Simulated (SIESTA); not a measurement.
The system is ZrN.

```
Zr N
1.0
     0.00000    2.30000    2.30000
     2.30000    0.00000    2.30000
     2.30000    2.30000    0.00000
Zr N
1 1
Direct
  0.50000 0.50000 0.50000
  0.00000 0.00000 0.00000
```

Base run:

| Quantity | Value |
| --- | --- |
| Program | SIESTA 5.4.2 |
| Functional | PBE |
| Potentials or basis | PseudoDojo 0.4 standard (PBE files) |
| Basis | DZ (energy shift 0.003 Ry; two zetas on semicore shells) |
| Grid cutoff | 800 Ry |
| Energy shift | 0.003 Ry |
| k mesh | 10 × 10 × 10 |
| Occupations | fermi-dirac, width 0.05 eV |
| Spin | no spin polarisation |

Its results: band gap on the k mesh none (metal or under the smearing width); pressure 3.7 GPa.

Q: The run is repeated on the same cell with these changes: basis from DZ (energy shift 0.003 Ry; two zetas on semicore shells) to SZ (energy shift 0.003 Ry). What comes out?

A: Band gap on the k mesh none (metal or under the smearing width); pressure 0.9 GPa.

Caveats: the basis has no polarisation orbitals; the basis of atomic orbitals isn't converged, which shifts pressures, moduli and gaps.
